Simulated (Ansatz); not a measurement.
The system is HfO2.

```
Hf O
1.0
     5.21946    0.00000    0.00000
     0.00000    5.00476    0.00000
     0.00000    0.00000    5.03269
Hf O
4 8
Cartesian
  5.0472 3.6661 3.7314
  2.7820 3.6661 1.2151
  2.4375 1.3387 3.7314
  0.1723 1.3387 1.2151
  3.2994 4.6477 4.4251
  4.5298 4.6477 1.9087
  1.2211 2.7020 2.4776
  1.3886 2.7020 4.9939
  3.9984 2.3028 4.9939
  3.8308 2.3028 2.4776
  0.6896 0.3571 4.4251
  1.9201 0.3571 1.9087
```

Measurements of this composition are mostly on another form, of space group No. 14.

| Property | Result |
| --- | --- |
| Program | Ansatz 0.2.0 |
| Task | relaxation of cell and atoms |
| Functional | PBE |
| Potentials or basis | Ansatz PAW |
| Cutoff | 420 eV (not typed: the program's choice for these potentials) |
| k mesh | 4 × 5 × 4 |
| Occupations | fermi-dirac, width 0.05 eV |
| Spin | no spin polarisation |

At the start: volume 10.96 Å³/atom.

Q: Where does the relaxation end?

A: It ends after 9 steps and the volume is 11.41 Å³/atom (+4.1 %); space group Pca2_1 (No. 29, to 0.05 Å).

Step by step:
```csv
step,energy change (eV),largest force (eV/Å),volume (Å³)
1,0.0000,0.1165,131.46
2,-0.1088,0.0576,137.38
3,-0.1198,0.0465,136.46
4,-0.1211,0.0259,136.43
5,-0.1212,0.0226,136.65
6,-0.1213,0.0018,136.64
7,-0.1530,0.0038,136.64
8,-0.1521,0.0021,136.88
9,-0.1535,0.0021,136.88
```

Final structure:
```xyz
12
Lattice="5.2936 0.0000 0.0000 0.0000 5.0691 0.0000 0.0000 0.0000 5.1011" Properties=species:S:1:pos:R:3 pbc="T T T"
Hf    5.1211    3.7192    3.7748
Hf    2.8193    3.7192    1.2243
Hf    2.4743    1.3499    3.7748
Hf    0.1725    1.3499    1.2243
O     3.3592    4.7263    4.5051
O     4.5812    4.7263    1.9545
O     1.2134    2.7231    2.4987
O     1.4334    2.7231    5.0493
O     4.0802    2.3459    5.0493
O     3.8602    2.3459    2.4987
O     0.7124    0.3428    4.5051
O     1.9344    0.3428    1.9545
```

Caveat: the plane-wave basis is chosen anew once the cell has moved, so the energies of steps on either side of that aren't comparable; the pressure holds a Pulay correction of +0.8 GPa for the finite cutoff.
